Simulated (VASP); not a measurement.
**From VASP inputs to Ansatz: RbBr (distorted wurtzite)**

INCAR

```
LASPH = .TRUE.
ISMEAR = -1
LWAVE = .FALSE.
PREC = Accurate
NELM = 120
LCHARG = .FALSE.
SIGMA = 0.02
ENCUT = 520
ISIF = 2
NBANDS = 24
LREAL = .FALSE.
NSW = 0
GGA = PE
EDIFF = 1E-7
IBRION = -1
```

KPOINTS

```
KPOINTS created by Atomic Simulation Environment
0
Gamma
4 4 4
0 0 0
```

POSCAR

```
Rb Br
 1.0000000000000000
     5.8212999999999999    0.0331000000000000   -0.0471000000000000
    -2.8820000000000001    4.9778000000000002   -0.1016000000000000
    -0.0549000000000000   -0.1685000000000000    6.9785000000000004
 Rb  Br
   2   2
Cartesian
 -0.0024388900000000  3.2110303099999999  6.4932528300000003
  2.9212005699999994  1.6074661100000001  2.9513679100000001
  0.0033251899999999  3.2742785700000003  3.0835050100000005
  2.8037946800000002  1.4850529200000000  6.4918018400000008
```

VASP ran with the recommended PBE PAW datasets (32 valence electrons in the cell).

Task: Translate these files to an Ansatz input.

Result: 

```yaml
crystal:
  lattice:
    - [5.8213, 0.0331, -0.0471]
    - [-2.882, 4.9778, -0.1016]
    - [-0.0549, -0.1685, 6.9785]
  atoms:
    - { symbol: Rb, position: [0.3425, 0.6747, 0.9426] }
    - { symbol: Rb, position: [0.6708, 0.3331, 0.4323] }
    - { symbol: Br, position: [0.337, 0.6709, 0.4539] }
    - { symbol: Br, position: [0.6518, 0.3258, 0.9394] }
kpoints:
  mp_grid: { grid: [4, 4, 4] }
hamiltonian:
  xc: pbe
scf:
  occupations: { method: fermi_dirac, width: 0.02 }
  n_extra_bands: 5
output:
  forces: true
  stress: true
  eigenvalues: true
```

Other inputs would serve too.

|  | VASP | Ansatz |
| --- | --- | --- |
| gap between bands v and c on the k mesh | 4.08 eV | 4.08 eV |
| least direct gap on the k mesh | 4.08 eV | 4.08 eV |
| pressure | 0.5 GPa | 0.5 GPa |
| largest force | 0.20 eV/Å | 0.20 eV/Å |

Each program uses its own PAW datasets. VASP's cell holds 32 valence electrons and Ansatz's 32. Ansatz's stress includes a Pulay correction; VASP's doesn't.
